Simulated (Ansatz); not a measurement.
# HfN: strain energy, fitted

HfN, P6_3/mmc, a = 3.159 Å, c = 5.451 Å. This isn't the usual stable structure of the compound. Ansatz: PBE, PAW, 420 eV, Γ-centred 18×18×10 mesh on 4 atoms, Gaussian smearing 0.10 eV; no spin polarisation. Series: biaxial strain in the a-b plane, c and atoms relaxed; x is the strain in per cent. y is the free energy over the unstrained cell, V0 = 11.780 Å³/atom.

```tsv
x (%)	y (meV/atom)
-6.0	?
-4.0	74.77
-2.0	17.96
0.0	0.00
2.0	17.29
4.0	66.79
6.0	145.14
```

Q: Fit y = c2 x² + c3 x³ to the other rows, turn c2 into a modulus, and predict the missing energy.

A: Least squares on the rows shown. y = 4.4177 x² − 0.063992 x³. In eV per unit strain² c2 is 44.18; M is the biaxial modulus (E = M V0 ε²): 44.18 × 160.2 / (11.780) = 601 GPa. At x = -6.0 the fit asked for gives 172.86 meV/atom. The run gave 172.86 meV/atom, the same to the digits shown.

Spin–orbit coupling is left out, which can shift energies with elements as heavy as these.